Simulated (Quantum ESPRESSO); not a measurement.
Runs of Quantum ESPRESSO 7.5 on WS4. The cell holds a slab with vacuum, 5 atoms: a = 3.184 Å, b = 3.184 Å, c = 45.782 Å, α = 90.00°, β = 90.00°, γ = 120.00°. 

```csv
k mesh,mesh quality,gap on the mesh (eV),largest force (eV/Å),work function (eV)
8 × 8 × 1,not flagged,none,0.25,7.03
10 × 10 × 1,not flagged,none,0.25,7.04
12 × 12 × 1,not flagged,none,(a),7.03
6 × 6 × 1,coarse,none,0.27,7.03
```

Alike in all rows: task work function; level PBE; potentials or basis PseudoDojo 0.4.1 SR PBE standard; no spin polarisation; cell as given; cutoff (eV) 1007; smearing fermi-dirac 0.05 eV.

Fill in the values left out.

(a) 0.26.

Caveats: some runs use coarse meshes.

A k mesh can miss the band edges, and the runs leave out spin-orbit coupling on W.

A gap of «none» marks a metal or a gap under the smearing width.
